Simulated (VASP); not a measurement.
A run of VASP 6.6.1:

File INCAR:

```
SYSTEM = Au
PREC = Accurate
ENCUT = 520
EDIFF = 1E-6
ISMEAR = 0
SIGMA = 0.1
LREAL = .FALSE.
LASPH = .TRUE.
NELM = 100
ALGO = Fast
ISIF = 2
LWAVE = .FALSE.
LCHARG = .FALSE.
LDIPOL = .TRUE.
IDIPOL = 3
DIPOL = 0.5 0.5 0.500
GGA = PE
NBANDS = 24
```

File KPOINTS:

```
Automatic mesh
0
G
  6 6 1
  0 0 0
```

Contents of POSCAR:

```
Au
1.0
    5.0244070000      0.0000000000      0.0000000000
   -2.5122030000      4.3512640000      0.0000000000
    0.0000000000      0.0000000000     15.0000000000
Au
3
Direct
    0.3333333300      0.6666666700      0.5140397000
    0.6666666700      0.3333333300      0.4859603000
    0.0000000000      0.0000000000      0.5000000000
```

Potentials or basis: VASP PAW PBE potentials, release 64 (Au).

Command:

```sh
$ cat potpaw_PBE.64/Au/POTCAR > POTCAR
$ mpirun -np 1 vasp_std > vasp.out
```

Hardware: 1 thread of AMD EPYC 9R45 (Zen 5), on a shared host.

Estimate the wall time of this run.

It took 53 s on 1 thread of AMD EPYC 9R45 (Zen 5) (shared host), peak memory 0.38 GiB. Counts: scf iterations 19, k points 7.
